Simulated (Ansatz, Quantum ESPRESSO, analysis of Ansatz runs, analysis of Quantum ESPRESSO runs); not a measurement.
# Substitutional N in diamond: charge-transition level against experiment (Quantum ESPRESSO), part 2 of 4

Subject: substitutional N in diamond. Wanted: its charge-transition level, in one set-up (PBE, PseudoDojo 0.4.1 SR PBE standard, 32-site cell, PBE lattice, k: the single point 1/4 1/4 1/4 then 2x2x2 shifted, started with the impurity moved along one bond, start relaxed with Ansatz). The model is a cell of 32 host atoms with 1 C taken out and 1 N put in. The level is the Fermi energy at which two charge states have equal formation energy, after a correction for the images of the charge. Other potentials or another program check that the number doesn't hang on one set of files.

Quantum ESPRESSO 7.5; PBE, PseudoDojo 0.4.1 SR PBE standard, 32-site cell, PBE lattice, k: the single point 1/4 1/4 1/4 then 2x2x2 shifted, started with the impurity moved along one bond, start relaxed with Ansatz.

So far: The starting structure; Relaxation, charge +1.

### Step 3. Single point, charge +1

The relaxed structure is kept, and the final numbers are taken at the final level and k-points.

This step: Quantum ESPRESSO plane-wave DFT, PBE, PseudoDojo 0.4.1 SR PBE standard potentials; single point of a defect supercell.

pw.in reads:

```
&CONTROL
  calculation = 'scf'
  prefix = 'pwscf'
  outdir = './tmp'
  pseudo_dir = './pseudo'
  tprnfor = .true.
  disk_io = 'low'
/
&SYSTEM
  ibrav = 0
  nat = 32
  ntyp = 2
  ecutwfc = 84
  nbnd = 68
  occupations = 'smearing'
  smearing = 'fd'
  degauss = 0.00073499
  tot_charge = 1
  nosym = .true.
/
&ELECTRONS
  conv_thr = 3d-08
  electron_maxstep = 100
  mixing_beta = 0.5
/
ATOMIC_SPECIES
C     12.0110 C.upf
N     14.0070 N.upf
CELL_PARAMETERS angstrom
  -3.5717645206    3.5717645206    3.5717645206
   3.5717645206   -3.5717645206    3.5717645206
   3.5717645206    3.5717645206   -3.5717645206
ATOMIC_POSITIONS crystal
C     -0.0015123884   -0.0011850802    0.4980223152
C     -0.0009412544    0.2482064092    0.2474153217
[... 1 atom line left out ...]
C     -0.0020869652    0.7476285928    0.7468402748
[... 2 atom lines left out ...]
C      0.2496643128    0.4988121596    0.7486364812
C      0.2496672457    0.7494261273    0.4980223554
[... 1 atom line left out ...]
C      0.4984860554    0.2499897929    0.7486347303
N      0.4984915797    0.4988184427    0.4980288529
[... 1 atom line left out ...]
C      0.7473010463   -0.0017587521    0.7468402913
C      0.7491006570    0.2499897614    0.4980209859
[... 1 atom line left out ...]
C      0.7473040730    0.7476342540   -0.0025425072
[... 6 atom lines left out ...]
C      0.2465903151    0.4988193335    0.4980304471
[... 2 atom lines left out ...]
C      0.4984948113    0.2469211999    0.4980290845
C      0.4984930600    0.4988192088    0.2461261211
[... 4 atom lines left out ...]
C      0.7503855884    0.7507133437    0.7499266278
K_POINTS automatic
2 2 2 1 1 1
```

pp_potential.in reads:

```
&INPUTPP
  prefix = 'pwscf'
  outdir = './tmp'
  filplot = 'potential.dat'
  plot_num = 11
/
&PLOT
  nfile = 1
  filepp(1) = 'potential.dat'
  iflag = 3
  output_format = 6
  fileout = 'potential.cube'
/
```

Run with:

```sh
$ OMP_NUM_THREADS=1 mpirun -n 4 pw.x -nk 2 -in pw.in > pw.out
$ OMP_NUM_THREADS=1 mpirun -n 4 pp.x -in pp_potential.in > pp_potential.out
```

Log:

```text
[banner, memory and clock lines left out]
          URL

     bravais-lattice index     =            0
     lattice parameter (alat)  =      11.6907  a.u.
     unit-cell volume          =    1229.9998 (a.u.)^3
     number of atoms/cell      =           32
     number of atomic types    =            2
     number of electrons       =       128.00
     number of Kohn-Sham states=           68
     kinetic-energy cutoff     =      84.0000  Ry
     charge density cutoff     =     336.0000  Ry
     scf convergence threshold =      3.0E-08
     mixing beta               =       0.5000
     number of iterations used =            8  plain     mixing
     Exchange-correlation= PBE
                           (   1   4   3   4   0   0   0)

     celldm(1)=  11.690748  celldm(2)=   0.000000  celldm(3)=   0.000000
     celldm(4)=   0.000000  celldm(5)=   0.000000  celldm(6)=   0.000000

     crystal axes: (cart. coord. in units of alat)
               a(1) = (  -0.577350   0.577350   0.577350 )
               a(2) = (   0.577350  -0.577350   0.577350 )
               a(3) = (   0.577350   0.577350  -0.577350 )

     reciprocal axes: (cart. coord. in units 2 pi/alat)
               b(1) = ( -0.000000  0.866025  0.866025 )
               b(2) = (  0.866025 -0.000000  0.866025 )
               b(3) = (  0.866025  0.866025  0.000000 )

     PseudoPot. # 1 for C  read from file:
     C.upf
     Pseudo is Norm-conserving + core correction, Zval =  4.0
     Generated using ONCVPSP code by D. R. Hamann
     Using radial grid of 1248 points,  4 beta functions with:
                l(1) =   0
                l(2) =   0
                l(3) =   1
                l(4) =   1

     PseudoPot. # 2 for N  read from file:
     N.upf
     Pseudo is Norm-conserving + core correction, Zval =  5.0
     Generated using ONCVPSP code by D. R. Hamann
     Using radial grid of 1058 points,  4 beta functions with:
                l(1) =   0
                l(2) =   0
                l(3) =   1
                l(4) =   1

     atomic species   valence    mass     pseudopotential
     C                 4.00    12.01100     C ( 1.00)
     N                 5.00    14.00700     N ( 1.00)

     No symmetry found

   Cartesian axes

     site n.     atom                  positions (alat units)
         1        C      tau(   1) = (   0.2877223   0.2873443  -0.2890907  )
         2        C      tau(   2) = (   0.2866908  -0.0010002  -0.0000867  )
         3        C      tau(   3) = (   0.2877209  -0.2900038   0.2882543  )
         4        C      tau(   4) = (   0.8640369  -0.0016600  -0.0007498  )
         5        C      tau(   5) = (  -0.0006204   0.2863096  -0.0000839  )
         6        C      tau(   6) = (  -0.0006211  -0.0009987   0.2872226  )
         7        C      tau(   7) = (   0.5760711   0.2883799  -0.0000924  )
         8        C      tau(   8) = (   0.5760693  -0.0010026   0.2892935  )
         9        C      tau(   9) = (  -0.2896255   0.2873437   0.2882562  )
        10        C      tau(  10) = (   0.2887551   0.5756938  -0.0000917  )
        11        N      tau(  11) = (   0.2877258   0.2873484   0.2882601  )
[...]
28        C      tau(  28) = (   0.1432599  -0.1455687   0.7211680  )
        29        C      tau(  29) = (  -0.1451878   0.7202567   0.1437920  )
        30        C      tau(  30) = (  -0.1451641   0.4317855   0.4326968  )
        31        C      tau(  31) = (  -0.1451902   0.1428803   0.7211673  )
        32        C      tau(  32) = (   0.4331596   0.4327811   0.4336895  )

     number of k points=     4  Fermi-Dirac smearing, width (Ry)=  0.0007
                       cart. coord. in units 2pi/alat
        k(    1) = (   0.4330127   0.4330127   0.4330127), wk =   0.5000000
        k(    2) = (   0.0000000   0.0000000   0.4330127), wk =   0.5000000
        k(    3) = (   0.0000000   0.4330127   0.0000000), wk =   0.5000000
        k(    4) = (  -0.4330127   0.0000000   0.0000000), wk =   0.5000000

     Dense  grid:   128207 G-vectors     FFT dimensions: (  72,  72,  72)

     Initial potential from superposition of free atoms

     starting charge     128.9986, renormalised to     128.0000
     Starting wfcs are  128 randomized atomic wfcs

     Self-consistent Calculation

     iteration #  1     ecut=    84.00 Ry     beta= 0.50
     Davidson diagonalization with overlap
     ethr =  1.00E-02,  avg # of iterations =  2.2

     total energy              =    -394.79258016 Ry
     estimated scf accuracy    <       1.89073462 Ry

     iteration #  2     ecut=    84.00 Ry     beta= 0.50
     Davidson diagonalization with overlap
     ethr =  1.48E-03,  avg # of iterations =  2.0

     total energy              =    -394.80748816 Ry
     estimated scf accuracy    <       0.32220856 Ry

     iteration #  3     ecut=    84.00 Ry     beta= 0.50
     Davidson diagonalization with overlap
     ethr =  2.52E-04,  avg # of iterations =  6.8

     total energy              =    -394.84969278 Ry
     estimated scf accuracy    <       0.02368372 Ry

     iteration #  4     ecut=    84.00 Ry     beta= 0.50
     Davidson diagonalization with overlap
     ethr =  1.85E-05,  avg # of iterations =  8.8

     total energy              =    -394.85576469 Ry
     estimated scf accuracy    <       0.00142075 Ry

     iteration #  5     ecut=    84.00 Ry     beta= 0.50
     Davidson diagonalization with overlap
     ethr =  1.11E-06,  avg # of iterations =  6.5

     total energy              =    -394.85636020 Ry
     estimated scf accuracy    <       0.00011651 Ry

     iteration #  6     ecut=    84.00 Ry     beta= 0.50
     Davidson diagonalization with overlap
     ethr =  9.10E-08,  avg # of iterations =  4.8

     total energy              =    -394.85641013 Ry
     estimated scf accuracy    <       0.00000909 Ry

     iteration #  7     ecut=    84.00 Ry     beta= 0.50
     Davidson diagonalization with overlap
     ethr =  7.10E-09,  avg # of iterations =  5.0

     total energy              =    -394.85641536 Ry
     estimated scf accuracy    <       0.00000068 Ry

     iteration #  8     ecut=    84.00 Ry     beta= 0.50
     Davidson diagonalization with overlap
     ethr =  5.32E-10,  avg # of iterations =  4.5

     total energy              =    -394.85641577 Ry
     estimated scf accuracy    <       0.00000009 Ry

     iteration #  9     ecut=    84.00 Ry     beta= 0.50
     Davidson diagonalization with overlap
     ethr =  7.08E-11,  avg # of iterations =  4.5

     End of self-consistent calculation

          k = 0.4330 0.4330 0.4330 ( 16052 PWs)   bands (ev):

    -8.1783  -6.3426  -6.3426  -6.3426  -4.1636  -2.4135  -2.4135  -2.4134
    -2.0596  -2.0595  -2.0020  -2.0019  -2.0019  -2.0003  -2.0002  -2.0001
     1.5714   2.0469   2.0470   2.0470   2.5948   2.5948   2.5949   2.6163
     2.6163   2.6164   2.6560   2.6560   5.7734   5.7734   5.7734   6.0926
     6.4857   6.4857   6.6163   6.6163   6.6164   6.6185   6.6185   6.6186
     6.7099   6.7100   6.7100   6.8151   8.0383   8.0383   8.0383   8.3687
     8.3687   8.3687   8.5054   8.5055   8.5413   8.5577   8.5578   8.5578
    11.1437  11.1437  11.1437  11.6053  11.6054  11.6287  11.6288  11.6289
    17.6341  18.8051  18.8052  18.8054

          k = 0.0000 0.0000 0.4330 ( 15968 PWs)   bands (ev):

    -8.3744  -6.5866  -5.3157  -5.3156  -5.1285  -3.9792  -3.2369  -3.2262
    -3.2262  -3.0682  -1.8172  -1.2070  -1.2070  -1.0288   0.3052   0.7567
[...]
17.1608  18.0521  18.8488  19.2321

          k = 0.0000 0.4330 0.0000 ( 15968 PWs)   bands (ev):

[...]
17.1608  18.0522  18.8487  19.2322

          k =-0.4330 0.0000 0.0000 ( 15968 PWs)   bands (ev):

[...]
2.8027   2.9920   4.2574   4.2574   4.2874   4.4872   4.5127   5.6585
     5.7900   5.7900   6.0184   6.4017   6.5562   6.5562   6.8605   7.3528
     7.3528   7.4267   7.7153   7.7154   7.7400   7.8175   7.9082   7.9082
     7.9796   8.5281   8.7008   8.7009   8.7235   9.9874   9.9874  10.1444
    10.3275  10.3992  10.4823  10.4823  10.5300  11.5140  11.5141  11.8548
    17.1608  18.0522  18.8487  19.2321

     the Fermi energy is    12.3805 ev

!    total energy              =    -394.85641580 Ry
     estimated scf accuracy    <       0.00000002 Ry
     smearing contrib. (-TS)   =       0.00000000 Ry
     internal energy E=F+TS    =    -394.85641580 Ry

     The total energy is F=E-TS. E is the sum of the following terms:
     one-electron contribution =     127.27533352 Ry
     hartree contribution      =      32.59144848 Ry
     xc contribution           =    -139.39542030 Ry
     ewald contribution        =    -415.32777750 Ry

     convergence has been achieved in   9 iterations

     Forces acting on atoms (cartesian axes, Ry/au):

     atom    1 type  1   force =     0.00000784    0.00001007   -0.00002576
     atom    2 type  1   force =    -0.00064502    0.00007191    0.00005778
     atom    3 type  1   force =     0.00001688   -0.00001405    0.00002244
     atom    4 type  1   force =    -0.00060244   -0.00006142   -0.00006077
     atom    5 type  1   force =     0.00005517   -0.00061953    0.00003926
     atom    6 type  1   force =     0.00005482    0.00006283   -0.00062612
     atom    7 type  1   force =    -0.00008143    0.00063433    0.00010841
     atom    8 type  1   force =    -0.00005605    0.00008798    0.00061355
     atom    9 type  1   force =    -0.00001676    0.00000579    0.00000470
     atom   10 type  1   force =     0.00065385   -0.00009488    0.00011049
[...]
atom   28 type  1   force =    -0.00013181    0.00014907   -0.00013949
     atom   29 type  1   force =     0.00010584   -0.00012959   -0.00013255
     atom   30 type  1   force =     0.00014003    0.00011820    0.00013199
     atom   31 type  1   force =     0.00014205   -0.00012504   -0.00012517
     atom   32 type  1   force =     0.00131376    0.00130769    0.00133653

     Total force =     0.005144     Total SCF correction =     0.000233
```

Wall time 30 s (4 MPI ranks of Arm Neoverse V2, shared host); peak memory 0.63 GiB.

(Continued in part 3 of 4.)

[Logs are printed without paths, hosts, clocks, repeated set-up lines and the standing remarks that a program may print on its own settings, such as how far it seeks lower states.]

[Hosts, paths, dates, database ids (printed as entryN), source tags and the programs' standing remarks are cut or masked in the printed files.]

[For some hosts the program warned that the k-mesh of the response run may be too coarse for force constants and the static dielectric constant; such warnings are not shown here.]
